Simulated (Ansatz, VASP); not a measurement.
La2O3 in VASP and in Ansatz

```
La O
1.0
     3.93078    0.00000    0.00000
    -1.96539    3.40415    0.00000
     0.00000    0.00000    6.11195
La O
2 3
Direct
  0.66667 0.33333 0.75376
  0.33333 0.66667 0.24624
  0.66667 0.33333 0.35411
  0.33333 0.66667 0.64589
  0.00000 0.00000 0.00000
```

The cell is a database's computed one.

Alike in both runs: task single point; functional r2SCAN; k mesh 6 × 6 × 4; occupations gaussian, width 0.1 eV; no spin polarisation.

```csv
,VASP,Ansatz
version,VASP 6.6.1,Ansatz 0.2.0
potentials or method,"VASP PAW PBE potentials, release 64 (La, O)","scalar-relativistic, plane waves, PAW"
plane-wave cutoff (eV),520,500
valence electrons in the cell,40,40
```

```tsv
	VASP	Ansatz	Ansatz less VASP
gap on the k mesh at the Fermi level (eV)	4.24	4.22	-0.015
least direct gap on the mesh (eV)	4.36	4.34	-0.019
pressure (GPa)	0.2	0.6	+0.44
largest component of the traceless stress (GPa)	0.07	0.01	-0.067
rms of the force components (eV/Å)	0.009	0.017	+0.0083
```

Atom by atom the forces differ by 0.010 eV/Å (rms over components). The functional is the same, so the differences come from potentials, cutoffs and numerics.

Caveats: the PAW data sets were made with another functional, which shifts forces and pressure a little (VASP); spin-orbit coupling is left out, which moves the levels of the heavy elements. r2SCAN opens gaps a little over a GGA but as a rule still falls short of measured ones. A k mesh can miss the band edges.
